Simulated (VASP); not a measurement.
# Li2S (Fm-3m) in VASP: settings compared

Aim: see how the results for Li2S move with the level of theory and the settings. Levels: r2SCAN, r2SCAN+rVV10. Tasks: relaxation of cell and atoms.

Program: VASP 6.6.1. These are calculated values, not measurements. Logs are shortened: lines on timing, memory, paths and dates and some standing lists are left out, and cuts for length are marked.

## Step 1: The structure

Symmetry: Fm-3m, No. 225, cubic system. Conventional cell: a = 5.670 Å, b = 5.670 Å, c = 5.670 Å, α = 90.00°, β = 90.00°, γ = 90.00°. Li (site symmetry -43m) is surrounded by 4 S at 2.46 Å. Around S (site symmetry m-3m) lie 8 Li at 2.46 Å.

The cell comes from a database or a generator and needn't be the stable form of this composition.

## Step 2: Relaxation of cell and atoms, r2SCAN

INCAR

```
SYSTEM = Li2S
  ALGO = Normal
  EDIFF = 1E-7
  EDIFFG = -0.005
  ENCUT = 600
  IBRION = 2
  ISIF = 3
  ISMEAR = 0
  LASPH = .True.
  LCHARG = .False.
  LMIXTAU = .True.
  LREAL = .False.
  LWAVE = .False.
  METAGGA = R2SCAN
  NELM = 100
  NSW = 90
  PREC = Accurate
  SIGMA = 0.02
```

KPOINTS

```
k-points
0
Gamma
  8 8 8
  0 0 0
```

POSCAR

```
Li2S
1.0
    0.0000000000      2.8351678400      2.8351678400
    2.8351678400      0.0000000000      2.8351678400
    2.8351678400      2.8351678400      0.0000000000
Li S
2 1
Direct
    0.7500000000      0.7500000000      0.7500000000
    0.2500000000      0.2500000000      0.2500000000
    0.0000000000      0.0000000000      0.0000000000
```

Potentials or basis: VASP PAW PBE potentials, release 64 (Li_sv, S).

Started as:

```console
cat potpaw_PBE.64/Li_sv/POTCAR potpaw_PBE.64/S/POTCAR > POTCAR
mpirun -np 1 vasp_std > vasp.out
```

OUTCAR:

```text
SYSTEM = Li2S
   EDIFF = 1E-7
   EDIFFG = -0.005
   ENCUT = 600
   IBRION = 2
   ISIF = 3
   ISMEAR = 0
   LASPH = .True.
   LREAL = .False.
   METAGGA = R2SCAN
   NELM = 100
   NSW = 90
   PREC = Accurate

 ion  position               nearest neighbor table
   1  0.750  0.750  0.750-   3 2.46   3 2.46   3 2.46   3 2.46
   2  0.250  0.250  0.250-   3 2.46   3 2.46   3 2.46   3 2.46
   3  0.000  0.000  0.000-   1 2.46   1 2.46   2 2.46   2 2.46   2 2.46   2 2.46   1 2.46   1 2.46

  LATTYP: Found a face centered cubic cell.
 ALAT       =     5.6703356800

  Lattice vectors:

 A1 = (   0.0000000000,   2.8351678400,   2.8351678400)
 A2 = (   2.8351678400,   0.0000000000,   2.8351678400)
 A3 = (   2.8351678400,   2.8351678400,   0.0000000000)

Analysis of symmetry for initial positions (statically):
=====================================================================
 Subroutine PRICEL returns:
 Original cell was already a primitive cell.

 Routine SETGRP: Setting up the symmetry group for a
 face centered cubic supercell.

 Subroutine GETGRP returns: Found 48 space group operations
 (whereof 48 operations were pure point group operations)
 out of a pool of 48 trial point group operations.

The static configuration has the point symmetry O_h .

Analysis of symmetry for dynamics (positions and initial velocities):
=====================================================================
 Subroutine PRICEL returns:
 Original cell was already a primitive cell.

 Routine SETGRP: Setting up the symmetry group for a
 face centered cubic supercell.

 Subroutine GETGRP returns: Found 48 space group operations
 (whereof 48 operations were pure point group operations)
 out of a pool of 48 trial point group operations.

The dynamic configuration has the point symmetry O_h .

 Subroutine INISYM returns: Found 48 space group operations
 (whereof 48 operations are pure point group operations),
 and found     1 'primitive' translations

----------------------------------------------------------------------------------------

                                     Primitive cell

  volume of cell :      45.5792

  direct lattice vectors                    reciprocal lattice vectors
     0.000000000  2.835167840  2.835167840    -0.176356402  0.176356402  0.176356402
     2.835167840  0.000000000  2.835167840     0.176356402 -0.176356402  0.176356402
[... 101 lines left out ...]
   EFERMI =   0.00;   METHOD = LEGACY
   ISMEAR =     0;   SIGMA  =   0.02  broadening in eV -4-tet -1-fermi 0-gaus
   EFERMI_NEDOS =   21; number of points for ismear=-14 and -15
   IALGO  =     38    algorithm
   IMIX   =      4    mixing-type and parameters
     AMIX     =   0.40;   BMIX     =  1.00
     AMIX_MAG =   1.60;   BMIX_MAG =  1.00
  volume/ion in A,a.u.               =      15.19       102.53
  Fermi-wavevector in a.u.,A,eV,Ry     =   1.049252  1.982799 14.979059  1.100930
  Thomas-Fermi vector in A             =   2.184207
   LORBIT       =      0    0 simple, 1 ext, 2 COOP (PROOUT), +10 PAW based schemes
   METAGGA = R2SCAN    functional components
   LHFCALC =     F    Hartree Fock is set to
   AEXX    =    0.0000 exact exchange contribution
   IVDW    =     0    specifies the selected vdW correction
   LEPSILON=     F    determine dielectric tensor
   LRPA    =     F    only Hartree local field effects (RPA)
 conjugate gradient relaxation of ions
 non-spin polarized calculation
 Gauss-broadening in eV      SIGMA  =   0.02
  energy-cutoff  :      600.00
  volume of cell :       45.58
 maximum number of plane-waves:      1540
   NGX = 17   NGY = 17   NGZ = 17

--------------------------------------- Ionic step        1  -------------------------------------------

 number of electron      11.9999988 magnetization

 Free energy of the ion-electron system (eV)
  ---------------------------------------------------
  ext. energy  EPLUGINS =         0.00000000
  ---------------------------------------------------
  free energy    TOTEN  =       -17.38372118 eV

  energy without entropy =      -17.38372118  energy(sigma->0) =      -17.38372118

------------------------ aborting loop because EDIFF is reached ----------------------------------------

  FORCE on cell =-STRESS in cart. coord.  units (eV):
  Direction    XX          YY          ZZ          XY          YZ          ZX
  --------------------------------------------------------------------------------------
  -------------------------------------------------------------------------------------
  Total        0.1001676      0.1001676      0.1001676      0.0000000     -0.0000000      0.0000000
  in kB        3.5210450      3.5210450      3.5210450      0.0000000     -0.0000000      0.0000000
  external PRESSURE =       3.5210450 kB  Pullay stress =       0.0000000 kB
[... 61 lines left out ...]
--------------------------------------- Ionic step        3  -------------------------------------------

 number of electron      11.9999987 magnetization

 Free energy of the ion-electron system (eV)
  ---------------------------------------------------
  ext. energy  EPLUGINS =         0.00000000
  ---------------------------------------------------
  free energy    TOTEN  =       -17.38408511 eV

  energy without entropy =      -17.38408511  energy(sigma->0) =      -17.38408511

 E-fermi :   1.3237     XC(G=0):  -8.9405

 val. band max:        1.2350038357   @ k =   0.0000   0.0000   0.0000
 cond. band min:       5.0877917409   @ k =   0.5000   0.5000   0.0000
 fundamental gap:      3.8527879053
 Fermi energy:         1.3236817982

 k-point     1 :       0.0000    0.0000    0.0000
  band No.  band energies     occupation
      1     -44.3660      2.00000
      2     -44.3234      2.00000
      3     -10.2602      2.00000
      4       1.2350      2.00000
      5       1.2350      2.00000
      6       1.2350      2.00000
      7       6.3065      0.00000
      8       8.1464      0.00000
      9       8.1464      0.00000
     10       8.1469      0.00000
[... 287 lines left out ...]
 k-point    24 :      -0.3750    0.2500    0.1250
  band No.  band energies     occupation
      1     -44.3439      2.00000
      2     -44.3439      2.00000
      3      -9.7479      2.00000
      4      -1.3612      2.00000
      5      -0.0092      2.00000
      6       0.3229      2.00000
      7       7.6378      0.00000
      8       8.6764      0.00000
      9      10.3905      0.00000
     10      11.0547      0.00000

 [... further k-points ...]
[... 5 lines left out ...]
  --------------------------------------------------------------------------------------
  -------------------------------------------------------------------------------------
  Total       -0.0008153     -0.0008153     -0.0008153      0.0000000     -0.0000000      0.0000000
  in kB       -0.0284544     -0.0284544     -0.0284544      0.0000000     -0.0000000      0.0000000
  external PRESSURE =      -0.0284544 kB  Pullay stress =       0.0000000 kB
[... 18 lines left out ...]
  FREE ENERGIE OF THE ION-ELECTRON SYSTEM (eV)
  ---------------------------------------------------
  free  energy   TOTEN  =       -17.3840851064 eV

  energy  without entropy=      -17.3840851064  energy(sigma->0) =      -17.38408511

 reached required accuracy - stopping structural energy minimisation
```

OSZICAR:

```text
N       E                     dE             d eps       ncg     rms          rms(c)
DAV:   1     0.384066169904E+02    0.38407E+02   -0.63283E+03   580   0.131E+03
DAV:   2    -0.122203030826E+02   -0.50627E+02   -0.48412E+02   694   0.223E+02
DAV:   3    -0.191189227056E+02   -0.68986E+01   -0.68737E+01  1048   0.630E+01
DAV:   4    -0.194225984093E+02   -0.30368E+00   -0.30342E+00   830   0.154E+01
[... 40 lines left out ...]
DAV:   4    -0.173840392356E+02    0.26646E-04   -0.76226E-05   584   0.136E-01    0.174E-02
DAV:   5    -0.173835268363E+02    0.51240E-03   -0.39801E-04   584   0.303E-01    0.875E-03
DAV:   6    -0.173840735315E+02   -0.54670E-03   -0.17645E-04   584   0.189E-01    0.439E-03
DAV:   7    -0.173840851099E+02   -0.11578E-04   -0.10331E-05   600   0.507E-02    0.186E-03
DAV:   8    -0.173840851064E+02    0.35388E-08   -0.27387E-07   884   0.529E-03
   3 F= -.17384085E+02 E0= -.17384085E+02  d E =-.363922E-03
```

CONTCAR:

```text
Li2S
   1.00000000000000
     0.0000000000000000    2.8419635654550355    2.8419635654550355
     2.8419635654550355   -0.0000000000000000    2.8419635654550355
     2.8419635654550355    2.8419635654550355    0.0000000000000000
  Li              S
     2     1
Direct
     0.7500000000000000    0.7500000000000000    0.7500000000000000
     0.2500000000000000    0.2500000000000000    0.2500000000000000
     0.0000000000000000    0.0000000000000000    0.0000000000000000

  0.00000000E+00  0.00000000E+00  0.00000000E+00
  0.00000000E+00  0.00000000E+00  0.00000000E+00
  0.00000000E+00  0.00000000E+00  0.00000000E+00
```

It took 2.9 min on 1 thread of AMD EPYC 7R13 (Zen 3), shared host; peak memory 0.17 GiB.

What came out:

```
Free energy                            : -17.3841 eV
Relaxed volume                         : 15.30 Å³/atom
Relaxed cell                           : a = 4.019 Å, b = 4.019 Å, c = 4.019 Å, α = 60.00°, β = 60.00°, γ = 60.00°
Space group after relaxing (to 0.05 Å) : Fm-3m (No. 225)
Energy gained by relaxing              : 0.1 meV/atom
Ionic steps                            : 3
Pressure after relaxing                : 0.0 GPa
Band gap on the k mesh                 : 3.85 eV, indirect (least direct gap 5.07 eV)
```

Step by step:
| step | energy change (eV) | largest force (eV/Å) | pressure (GPa) | volume (Å³) |
| --- | --- | --- | --- | --- |
| 1 | 0.0000 | 0.0000 | 0.35 | 45.58 |
| 2 | -0.0003 | 0.0000 | 0.12 | 45.80 |
| 3 | -0.0004 | 0.0000 | 0.00 | 45.91 |

Final structure:
```yaml
crystal:
  lattice:
    - [0.00000, 2.84196, 2.84196]
    - [2.84196, 0.00000, 2.84196]
    - [2.84196, 2.84196, 0.00000]
  atoms:
    - { symbol: Li, position: [0.75000, 0.75000, 0.75000] }
    - { symbol: Li, position: [0.25000, 0.25000, 0.25000] }
    - { symbol: S, position: [0.00000, 0.00000, 0.00000] }
```

Caveat: the cutoff is under 1.25 times the usual one of these potentials, so pressure, stress and relaxed cells hold a basis-set (Pulay) error; the PAW data sets were made with another functional, which shifts forces and pressure a little.

## Step 3: Relaxation of cell and atoms, r2SCAN+rVV10

INCAR: that of step 2 with these lines changed.

```diff
@@ -2,2 +2,4 @@
   ALGO = Normal
+  BPARAM = 11.95
+  CPARAM = 0.0093
   EDIFF = 1E-7
@@ -8,2 +10,3 @@
   ISMEAR = 0
+  IVDW_NL = 2
   LASPH = .True.
@@ -12,2 +15,3 @@
   LREAL = .False.
+  LUSE_VDW = .True.
   LWAVE = .False.
```

KPOINTS is that of step 2.

POSCAR is that of step 2.

Potentials or basis: VASP PAW PBE potentials, release 64 (Li_sv, S).

Started as:

```console
cat potpaw_PBE.64/Li_sv/POTCAR potpaw_PBE.64/S/POTCAR > POTCAR
mpirun -np 1 vasp_std > vasp.out
```

Wall time 4 min (1 thread of AMD EPYC 7R13 (Zen 3), shared host); peak memory 0.29 GiB.

The run converged. Its results:

| Quantity | Value |
| --- | --- |
| Free energy | -17.0633 eV |
| Relaxed volume | 15.18 Å³/atom |
| Relaxed cell | a = 4.008 Å, b = 4.008 Å, c = 4.008 Å, α = 60.00°, β = 60.00°, γ = 60.00° |
| Space group after relaxing (to 0.05 Å) | Fm-3m (No. 225) |
| Energy gained by relaxing | 0.0 meV/atom |
| Ionic steps | 2 |
| Pressure after relaxing | 0.0 GPa |
| Band gap on the k mesh | 3.78 eV, indirect (least direct gap 5.04 eV) |

Final structure:
```yaml
crystal:
  lattice:
    - [0.00000, 2.83422, 2.83422]
    - [2.83422, 0.00000, 2.83422]
    - [2.83422, 2.83422, 0.00000]
  atoms:
    - { symbol: Li, position: [0.75000, 0.75000, 0.75000] }
    - { symbol: Li, position: [0.25000, 0.25000, 0.25000] }
    - { symbol: S, position: [0.00000, 0.00000, 0.00000] }
```

Levels at points of the mesh, in eV from the valence-band top:
```csv
k point,band 2,band 3,band 4,band 5,band 6,band 7,band 8,band 9,band 10
"(0.00, 0.00, 0.00)",-45.49,-11.52,0.00,0.00,0.00,5.04,6.89,6.89,6.89
"(0.50, 0.00, 0.00)",-45.51,-11.07,-2.95,-0.52,-0.52,6.99,7.16,7.16,9.11
"(0.50, 0.50, 0.00)",-45.50,-10.94,-2.19,-1.47,-1.47,3.78,7.91,12.21,12.21
```

Caveat: the cutoff is under 1.25 times the usual one of these potentials, so pressure, stress and relaxed cells hold a basis-set (Pulay) error; the PAW data sets were made with another functional, which shifts forces and pressure a little. A k mesh can miss the band edges.
